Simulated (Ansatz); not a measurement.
# W/SiC/TaN: conductance against the thickness of the layer, part 3 of 3

Wanted: T(E), the conductance and its decay constant for W/SiC/TaN. The lower electrode is W bcc(001), the upper one TaN rock salt(001); the barrier is SiC zinc blende(001) (C and C faces). In the first transport cell, after relaxation, the nearest pair of electrode and barrier is W–C at 2.39 Å, at a slant, at the lower face and Ta–C at 2.19 Å, at a slant, at the upper one. All share a net of side 3.134 Å, which strains the lower electrode by -1.1 %, the upper one by +0.3 % and the barrier by +1.2 %, against typed lattice constants near PBE's. The first steps treat the bulk electrodes alone.

Ansatz 0.2.0; PBE DFT, plane waves, PAW files (the session's first sound run).

So far, transmission at the Fermi level (a spin, zone mean): step 5 (T(E) of the junction) 0.00555; step 6 (40 atoms, atomic planes in the barrier 5, gap between the …) 0.0355; step 7 (42 atoms, atomic planes in the barrier 7, gap between the …) 0.0251; step 9 (46 atoms, atomic planes in the barrier 11, gap between the …) 8.1e-4.

### 10. Conductance, atomic planes in the barrier 13, gap between the electrodes 15.89 Å

System of this step: W/SiC/TaN. The cell holds 48 atoms: 11 W, 7 C, 6 Si, 12 N and 12 Ta. Its edges and angles: a = 3.134 Å, b = 3.134 Å, c = 70.381 Å, α = 90.0°, β = 90.0°, γ = 90.0°. Regions: left electrode, 11 atoms (11 W); barrier, 13 atoms (7 C and 6 Si); right electrode, 24 atoms (12 N and 12 Ta). Vacuum lies along c.

input.yaml reads:

```yaml
crystal:
  lattice:
    - [3.134, 0.0, 0.0]
    - [0.0, 3.134, 0.0]
    - [0.0, 0.0, 70.3811981964]
  atoms:
    - { symbol: W, position: [0.0, 0.0, 0.0994583806] }
    - { symbol: W, position: [0.5, 0.5, 0.1223664503] }
    - { symbol: W, position: [0.0, 0.0, 0.14527452] }
    - { symbol: W, position: [0.5, 0.5, 0.1681825896] }
    - { symbol: W, position: [0.0, 0.0, 0.1910906593] }
    - { symbol: W, position: [0.5, 0.5, 0.213998729] }
    - { symbol: W, position: [0.0, 0.0, 0.2369067986] }
    - { symbol: W, position: [0.5, 0.5, 0.2598148683] }
    - { symbol: W, position: [0.0, 0.0, 0.282722938] }
    - { symbol: W, position: [0.5, 0.5, 0.3056310076] }
    - { symbol: W, position: [0.0, 0.0, 0.3285092518] }
    - { symbol: C, position: [0.5, 0.5, 0.3412616942] }
    - { symbol: Si, position: [0.5, 0.0, 0.3592271561] }
    - { symbol: C, position: [0.0, 0.0, 0.3748065264] }
    - { symbol: Si, position: [0.0, 0.5, 0.3906012153] }
    - { symbol: C, position: [0.5, 0.5, 0.4055380265] }
    - { symbol: Si, position: [0.5, 0.0, 0.4213374851] }
    - { symbol: C, position: [0.0, 0.0, 0.4362742963] }
    - { symbol: Si, position: [0.0, 0.5, 0.4520737548] }
    - { symbol: C, position: [0.5, 0.5, 0.467010566] }
    - { symbol: Si, position: [0.5, 0.0, 0.4828100245] }
    - { symbol: C, position: [0.0, 0.0, 0.4978345051] }
    - { symbol: Si, position: [0.0, 0.5, 0.5137284659] }
    - { symbol: C, position: [0.5, 0.5, 0.5283876921] }
    - { symbol: "N", position: [0.0, 0.5, 0.5584395139] }
    - { symbol: Ta, position: [0.5, 0.0, 0.5500494238] }
    - { symbol: "N", position: [0.5, 0.0, 0.5869612375] }
    - { symbol: Ta, position: [0.0, 0.5, 0.5869612375] }
    - { symbol: "N", position: [0.0, 0.5, 0.6183192757] }
    - { symbol: Ta, position: [0.5, 0.0, 0.6183192757] }
    - { symbol: "N", position: [0.5, 0.0, 0.6496773139] }
    - { symbol: Ta, position: [0.0, 0.5, 0.6496773139] }
    - { symbol: "N", position: [0.0, 0.5, 0.6810353521] }
    - { symbol: Ta, position: [0.5, 0.0, 0.6810353521] }
    - { symbol: "N", position: [0.5, 0.0, 0.7123933902] }
    - { symbol: Ta, position: [0.0, 0.5, 0.7123933902] }
    - { symbol: "N", position: [0.0, 0.5, 0.7437514284] }
    - { symbol: Ta, position: [0.5, 0.0, 0.7437514284] }
    - { symbol: "N", position: [0.5, 0.0, 0.7751094666] }
    - { symbol: Ta, position: [0.0, 0.5, 0.7751094666] }
    - { symbol: "N", position: [0.0, 0.5, 0.8064675048] }
    - { symbol: Ta, position: [0.5, 0.0, 0.8064675048] }
    - { symbol: "N", position: [0.5, 0.0, 0.837825543] }
    - { symbol: Ta, position: [0.0, 0.5, 0.837825543] }
    - { symbol: "N", position: [0.0, 0.5, 0.8691835812] }
    - { symbol: Ta, position: [0.5, 0.0, 0.8691835812] }
    - { symbol: "N", position: [0.5, 0.0, 0.9005416194] }
    - { symbol: Ta, position: [0.0, 0.5, 0.9005416194] }
kpoints:
  mp_grid: { grid: [10, 10, 1] }
scf:
  occupations: { method: fermi_dirac, width: 0.1 }
  max_iter: 150
hamiltonian:
  xc: pbe
output:
  transmission:
    kmesh: [26, 26]
    e_range: [-0.26, 0.27]
    de: 0.0375
    leads: [[4, 5], [36, 38]]
```

The run is started by

```sh
ansatz run input.yaml --threads 4 --pin off --max-ram 12288MiB --backend cpu --events-out ev --progress --plain --runs-dir out
```

Wall time 17 min (4 threads of Arm Neoverse V1, shared host); peak memory 6.4 GiB.

G = 6.8e11 S/m² (1/G = 1.47 Ω µm²), 0.89 times the step before of this kind, a change inside the error estimates. The largest error estimate is 174 %, from the leads' potential steps. In the worse lead the potential repeats within 57 meV, which the program flags as too much for a lead, so G carries that doubt.

### 11. Conductance, 50 atoms

System of this step: W/SiC/TaN. The cell holds 50 atoms: 11 W, 8 C, 7 Si, 12 N and 12 Ta. Cell: a = 3.134 Å, b = 3.134 Å, c = 72.544 Å, α = 90.0°, β = 90.0°, γ = 90.0°. Regions: left electrode, 11 atoms (11 W); barrier, 15 atoms (8 C and 7 Si); right electrode, 24 atoms (12 N and 12 Ta). Vacuum lies along c.

input.yaml reads:

```yaml
crystal:
  lattice:
    - [3.134, 0.0, 0.0]
    - [0.0, 3.134, 0.0]
    - [0.0, 0.0, 72.544453689]
  atoms:
    - { symbol: W, position: [0.0, 0.0, 0.0964925593] }
    - { symbol: W, position: [0.5, 0.5, 0.1187175167] }
    - { symbol: W, position: [0.0, 0.0, 0.1409424741] }
    - { symbol: W, position: [0.5, 0.5, 0.1631674315] }
    - { symbol: W, position: [0.0, 0.0, 0.1853923888] }
    - { symbol: W, position: [0.5, 0.5, 0.2076173462] }
    - { symbol: W, position: [0.0, 0.0, 0.2298423036] }
    - { symbol: W, position: [0.5, 0.5, 0.252067261] }
    - { symbol: W, position: [0.0, 0.0, 0.2742922184] }
    - { symbol: W, position: [0.5, 0.5, 0.2965171757] }
    - { symbol: W, position: [0.0, 0.0, 0.318713197] }
    - { symbol: C, position: [0.5, 0.5, 0.3310853651] }
    - { symbol: Si, position: [0.5, 0.0, 0.3485151019] }
    - { symbol: C, position: [0.0, 0.0, 0.3636298997] }
    - { symbol: Si, position: [0.0, 0.5, 0.3789535954] }
    - { symbol: C, position: [0.5, 0.5, 0.393444995] }
    - { symbol: Si, position: [0.5, 0.0, 0.4087733181] }
    - { symbol: C, position: [0.0, 0.0, 0.4232647177] }
    - { symbol: Si, position: [0.0, 0.5, 0.4385930408] }
    - { symbol: C, position: [0.5, 0.5, 0.4530844404] }
    - { symbol: Si, position: [0.5, 0.0, 0.4684127635] }
    - { symbol: C, position: [0.0, 0.0, 0.4829041631] }
    - { symbol: Si, position: [0.0, 0.5, 0.4982324862] }
    - { symbol: C, position: [0.5, 0.5, 0.5128089409] }
    - { symbol: Si, position: [0.5, 0.0, 0.5282289482] }
    - { symbol: C, position: [0.0, 0.0, 0.5424510403] }
    - { symbol: "N", position: [0.5, 0.0, 0.5716067251] }
    - { symbol: Ta, position: [0.0, 0.5, 0.5634668252] }
    - { symbol: "N", position: [0.0, 0.5, 0.5992779389] }
    - { symbol: Ta, position: [0.5, 0.0, 0.5992779389] }
    - { symbol: "N", position: [0.5, 0.0, 0.6297008891] }
    - { symbol: Ta, position: [0.0, 0.5, 0.6297008891] }
    - { symbol: "N", position: [0.0, 0.5, 0.6601238392] }
    - { symbol: Ta, position: [0.5, 0.0, 0.6601238392] }
    - { symbol: "N", position: [0.5, 0.0, 0.6905467894] }
    - { symbol: Ta, position: [0.0, 0.5, 0.6905467894] }
    - { symbol: "N", position: [0.0, 0.5, 0.7209697396] }
    - { symbol: Ta, position: [0.5, 0.0, 0.7209697396] }
    - { symbol: "N", position: [0.5, 0.0, 0.7513926898] }
    - { symbol: Ta, position: [0.0, 0.5, 0.7513926898] }
    - { symbol: "N", position: [0.0, 0.5, 0.78181564] }
    - { symbol: Ta, position: [0.5, 0.0, 0.78181564] }
    - { symbol: "N", position: [0.5, 0.0, 0.8122385901] }
    - { symbol: Ta, position: [0.0, 0.5, 0.8122385901] }
    - { symbol: "N", position: [0.0, 0.5, 0.8426615403] }
    - { symbol: Ta, position: [0.5, 0.0, 0.8426615403] }
    - { symbol: "N", position: [0.5, 0.0, 0.8730844905] }
    - { symbol: Ta, position: [0.0, 0.5, 0.8730844905] }
    - { symbol: "N", position: [0.0, 0.5, 0.9035074407] }
    - { symbol: Ta, position: [0.5, 0.0, 0.9035074407] }
kpoints:
  mp_grid: { grid: [10, 10, 1] }
scf:
  occupations: { method: fermi_dirac, width: 0.1 }
  max_iter: 150
hamiltonian:
  xc: pbe
output:
  transmission:
    kmesh: [26, 26]
    e_range: [-0.26, 0.27]
    de: 0.0375
    leads: [[4, 5], [38, 40]]
```

The job ended after 20 min (4 threads; peak memory 6.6 GiB).

The run was cut off at the time limit after its SCF cycle had converged; no result of it is taken.

The program's message: “Error: SIGTERM received: cancelled by the caller after 12980 completed steps of the transmission, in an analysis behind the self-consistent cycle: that cycle's result was reported, and what else the d …”

### 12. Conductance on a fine mesh, 54 atoms

System of this step: W/SiC/TaN. The cell holds 54 atoms: 11 W, 10 C, 9 Si, 12 N and 12 Ta. Cell: a = 3.134 Å, b = 3.134 Å, c = 76.871 Å, α = 90.0°, β = 90.0°, γ = 90.0°. Regions: left electrode, 11 atoms (11 W); barrier, 19 atoms (10 C and 9 Si); right electrode, 24 atoms (12 N and 12 Ta). Vacuum lies along c.

input.yaml reads:

```yaml
crystal:
  lattice:
    - [3.134, 0.0, 0.0]
    - [0.0, 3.134, 0.0]
    - [0.0, 0.0, 76.8709646743]
  atoms:
    - { symbol: W, position: [0.0, 0.0, 0.0910616906] }
    - { symbol: W, position: [0.5, 0.5, 0.1120357658] }
    - { symbol: W, position: [0.0, 0.0, 0.1330098409] }
    - { symbol: W, position: [0.5, 0.5, 0.1539839161] }
    - { symbol: W, position: [0.0, 0.0, 0.1749579913] }
    - { symbol: W, position: [0.5, 0.5, 0.1959320664] }
    - { symbol: W, position: [0.0, 0.0, 0.2169061416] }
    - { symbol: W, position: [0.5, 0.5, 0.2378802168] }
    - { symbol: W, position: [0.0, 0.0, 0.258854292] }
    - { symbol: W, position: [0.5, 0.5, 0.2798283671] }
    - { symbol: W, position: [0.0, 0.0, 0.3007751347] }
    - { symbol: C, position: [0.5, 0.5, 0.312450963] }
    - { symbol: Si, position: [0.5, 0.0, 0.3288997059] }
    - { symbol: C, position: [0.0, 0.0, 0.3431638009] }
    - { symbol: Si, position: [0.0, 0.5, 0.3576250365] }
    - { symbol: C, position: [0.5, 0.5, 0.37130082] }
    - { symbol: Si, position: [0.5, 0.0, 0.3857664226] }
    - { symbol: C, position: [0.0, 0.0, 0.3994422061] }
    - { symbol: Si, position: [0.0, 0.5, 0.4139078086] }
    - { symbol: C, position: [0.5, 0.5, 0.4275835921] }
    - { symbol: Si, position: [0.5, 0.0, 0.4420491947] }
    - { symbol: C, position: [0.0, 0.0, 0.4557249782] }
    - { symbol: Si, position: [0.0, 0.5, 0.4701905807] }
    - { symbol: C, position: [0.5, 0.5, 0.4838663642] }
    - { symbol: Si, position: [0.5, 0.0, 0.4983319668] }
    - { symbol: C, position: [0.0, 0.0, 0.5120077503] }
    - { symbol: Si, position: [0.0, 0.5, 0.5264733528] }
    - { symbol: C, position: [0.5, 0.5, 0.5402294043] }
    - { symbol: Si, position: [0.5, 0.0, 0.5547815308] }
    - { symbol: C, position: [0.0, 0.0, 0.5682031641] }
    - { symbol: "N", position: [0.5, 0.0, 0.5957178862] }
    - { symbol: Ta, position: [0.0, 0.5, 0.5880361224] }
    - { symbol: "N", position: [0.0, 0.5, 0.6218316873] }
    - { symbol: Ta, position: [0.5, 0.0, 0.6218316873] }
    - { symbol: "N", position: [0.5, 0.0, 0.6505423495] }
    - { symbol: Ta, position: [0.0, 0.5, 0.6505423495] }
    - { symbol: "N", position: [0.0, 0.5, 0.6792530117] }
    - { symbol: Ta, position: [0.5, 0.0, 0.6792530117] }
    - { symbol: "N", position: [0.5, 0.0, 0.7079636739] }
    - { symbol: Ta, position: [0.0, 0.5, 0.7079636739] }
    - { symbol: "N", position: [0.0, 0.5, 0.7366743362] }
    - { symbol: Ta, position: [0.5, 0.0, 0.7366743362] }
    - { symbol: "N", position: [0.5, 0.0, 0.7653849984] }
    - { symbol: Ta, position: [0.0, 0.5, 0.7653849984] }
    - { symbol: "N", position: [0.0, 0.5, 0.7940956606] }
    - { symbol: Ta, position: [0.5, 0.0, 0.7940956606] }
    - { symbol: "N", position: [0.5, 0.0, 0.8228063228] }
    - { symbol: Ta, position: [0.0, 0.5, 0.8228063228] }
    - { symbol: "N", position: [0.0, 0.5, 0.851516985] }
    - { symbol: Ta, position: [0.5, 0.0, 0.851516985] }
    - { symbol: "N", position: [0.5, 0.0, 0.8802276472] }
    - { symbol: Ta, position: [0.0, 0.5, 0.8802276472] }
    - { symbol: "N", position: [0.0, 0.5, 0.9089383094] }
    - { symbol: Ta, position: [0.5, 0.0, 0.9089383094] }
kpoints:
  mp_grid: { grid: [10, 10, 1] }
scf:
  occupations: { method: fermi_dirac, width: 0.1 }
  max_iter: 150
hamiltonian:
  xc: pbe
output:
  transmission:
    kmesh: [26, 26]
    e_range: [-0.26, 0.27]
    de: 0.0375
    leads: [[4, 5], [42, 44]]
```

It took 10 min on 4 threads; peak memory 7.3 GiB.

Residual by cycle:

cycle, log10 residual and a bar from the least value:
```
        1        1.9 ##############################
        2        0.5 #########################
        3       -0.5 ######################
        4       -0.8 #####################
        5       -1.7 #################
        6       -2.3 ###############
        7       -2.6 ##############
        8       -3.3 ############
        9       -4.4 ########
       10       -5.5 ####
       11       -6.1 ##
       12       -6.6
```

The run was cut off at its time limit.

After 12 cycles the residual stands at 2.5e-7.

### 13. Conductance on a fine mesh, 56 atoms

System of this step: W/SiC/TaN. The cell holds 56 atoms: 11 W, 11 C, 10 Si, 12 N and 12 Ta. Its edges and angles: a = 3.134 Å, b = 3.134 Å, c = 79.034 Å, α = 90.0°, β = 90.0°, γ = 90.0°. Regions: left electrode, 11 atoms (11 W); barrier, 21 atoms (11 C and 10 Si); right electrode, 24 atoms (12 N and 12 Ta). Vacuum lies along c.

input.yaml reads:

```yaml
crystal:
  lattice:
    - [3.134, 0.0, 0.0]
    - [0.0, 3.134, 0.0]
    - [0.0, 0.0, 79.034220167]
  atoms:
    - { symbol: W, position: [0.0, 0.0, 0.0885692297] }
    - { symbol: W, position: [0.5, 0.5, 0.1089692208] }
    - { symbol: W, position: [0.0, 0.0, 0.129369212] }
    - { symbol: W, position: [0.5, 0.5, 0.1497692031] }
    - { symbol: W, position: [0.0, 0.0, 0.1701691943] }
    - { symbol: W, position: [0.5, 0.5, 0.1905691854] }
    - { symbol: W, position: [0.0, 0.0, 0.2109691766] }
    - { symbol: W, position: [0.5, 0.5, 0.2313691677] }
    - { symbol: W, position: [0.0, 0.0, 0.2517691589] }
    - { symbol: W, position: [0.5, 0.5, 0.27216915] }
    - { symbol: W, position: [0.0, 0.0, 0.292542581] }
    - { symbol: C, position: [0.5, 0.5, 0.3038988287] }
    - { symbol: Si, position: [0.5, 0.0, 0.319897351] }
    - { symbol: C, position: [0.0, 0.0, 0.3337710218] }
    - { symbol: Si, position: [0.0, 0.5, 0.3478364371] }
    - { symbol: C, position: [0.5, 0.5, 0.361137899] }
    - { symbol: Si, position: [0.5, 0.0, 0.3752075617] }
    - { symbol: C, position: [0.0, 0.0, 0.3885090237] }
    - { symbol: Si, position: [0.0, 0.5, 0.4025786864] }
    - { symbol: C, position: [0.5, 0.5, 0.4158801483] }
    - { symbol: Si, position: [0.5, 0.0, 0.4299498111] }
    - { symbol: C, position: [0.0, 0.0, 0.443251273] }
    - { symbol: Si, position: [0.0, 0.5, 0.4573209357] }
    - { symbol: C, position: [0.5, 0.5, 0.4706223977] }
    - { symbol: Si, position: [0.5, 0.0, 0.4846920604] }
    - { symbol: C, position: [0.0, 0.0, 0.4979935223] }
    - { symbol: Si, position: [0.0, 0.5, 0.5120631851] }
    - { symbol: C, position: [0.5, 0.5, 0.525364647] }
    - { symbol: Si, position: [0.5, 0.0, 0.5394343097] }
    - { symbol: C, position: [0.0, 0.0, 0.5528138426] }
    - { symbol: Si, position: [0.0, 0.5, 0.566967661] }
    - { symbol: C, position: [0.5, 0.5, 0.5800219292] }
    - { symbol: "N", position: [0.0, 0.5, 0.6067835423] }
    - { symbol: Ta, position: [0.5, 0.0, 0.599312037] }
    - { symbol: "N", position: [0.5, 0.0, 0.6321825793] }
    - { symbol: Ta, position: [0.0, 0.5, 0.6321825793] }
    - { symbol: "N", position: [0.0, 0.5, 0.6601073984] }
    - { symbol: Ta, position: [0.5, 0.0, 0.6601073984] }
    - { symbol: "N", position: [0.5, 0.0, 0.6880322175] }
    - { symbol: Ta, position: [0.0, 0.5, 0.6880322175] }
    - { symbol: "N", position: [0.0, 0.5, 0.7159570366] }
    - { symbol: Ta, position: [0.5, 0.0, 0.7159570366] }
    - { symbol: "N", position: [0.5, 0.0, 0.7438818557] }
    - { symbol: Ta, position: [0.0, 0.5, 0.7438818557] }
    - { symbol: "N", position: [0.0, 0.5, 0.7718066748] }
    - { symbol: Ta, position: [0.5, 0.0, 0.7718066748] }
    - { symbol: "N", position: [0.5, 0.0, 0.7997314939] }
    - { symbol: Ta, position: [0.0, 0.5, 0.7997314939] }
    - { symbol: "N", position: [0.0, 0.5, 0.827656313] }
    - { symbol: Ta, position: [0.5, 0.0, 0.827656313] }
    - { symbol: "N", position: [0.5, 0.0, 0.8555811321] }
    - { symbol: Ta, position: [0.0, 0.5, 0.8555811321] }
    - { symbol: "N", position: [0.0, 0.5, 0.8835059512] }
    - { symbol: Ta, position: [0.5, 0.0, 0.8835059512] }
    - { symbol: "N", position: [0.5, 0.0, 0.9114307703] }
    - { symbol: Ta, position: [0.0, 0.5, 0.9114307703] }
kpoints:
  mp_grid: { grid: [10, 10, 1] }
scf:
  occupations: { method: fermi_dirac, width: 0.1 }
  max_iter: 150
hamiltonian:
  xc: pbe
output:
  transmission:
    kmesh: [26, 26]
    e_range: [-0.26, 0.27]
    de: 0.0375
    leads: [[4, 5], [44, 46]]
```

It took 2.3 min on 4 threads; peak memory 7.7 GiB.

The run was cut off at its time limit.

### 14. Fit against thickness

This step: Fit of the logarithm of the conductance against the barrier's thickness, from PBE DFT, plane waves, PAW files (Ansatz 0.2.0).

No new run: the logarithm is fitted against the thickness.

This step gave:

```
decay constant of the conductance : 0.5 Å⁻¹
r.m.s. misfit of ln G             : 0.42
```

From the end points alone, β = ln(2.96e+13 / 6.81e+11) / 8.66 Å = 3.77 / 8.66 Å = 0.44 Å⁻¹. One end point carries an error estimate of 174 %; a factor of 2.7 on it would move β by 0.12 Å⁻¹.

### 15. What came out

```json
{
 "1/G at 7.23 Å gap": "0.0338 Ω um²",
 "1/G at 15.9 Å gap": "1.47 Ω um²",
 "decay constant β": "0.5 Å⁻¹"
}
```

In words: A fit of ln G against d gives β = 0.5 Å⁻¹, and step by step the slopes are 0.18, 0.87, 0.64 and 0.05 Å⁻¹. They differ by more than a fifth, so the fit is an average; how much of this is a real bend and how much error of the runs wasn't traced. At the Fermi level the layers of the barrier in the wide-window run (9 planes) hold from 0.017 to 0.27 states an eV and atom. The program's largest error estimate on these conductances is 174 %, from the leads' potential steps, in the run that gave 6.8e11 S/m², so that value may be off by a large factor, and what is derived from it shares the doubt. In 5 of these 5 runs a lead's potential steps by more than 25 meV, which the program flags as too much. No spin-orbit coupling, phonons, disorder or image charges enter; the interfaces are ordered, one cell wide and lattice-matched by strain. Semilocal gaps are too small, which can bring a band edge of the barrier nearer to the Fermi level than it is.

[Logs are printed without paths, hosts, clocks, repeated set-up lines and the standing remarks that a program may print on its own settings, such as how far it seeks lower states.]

[Hosts, paths, dates, database ids (printed as entryN), source tags and the programs' standing remarks are cut or masked in the printed files.]
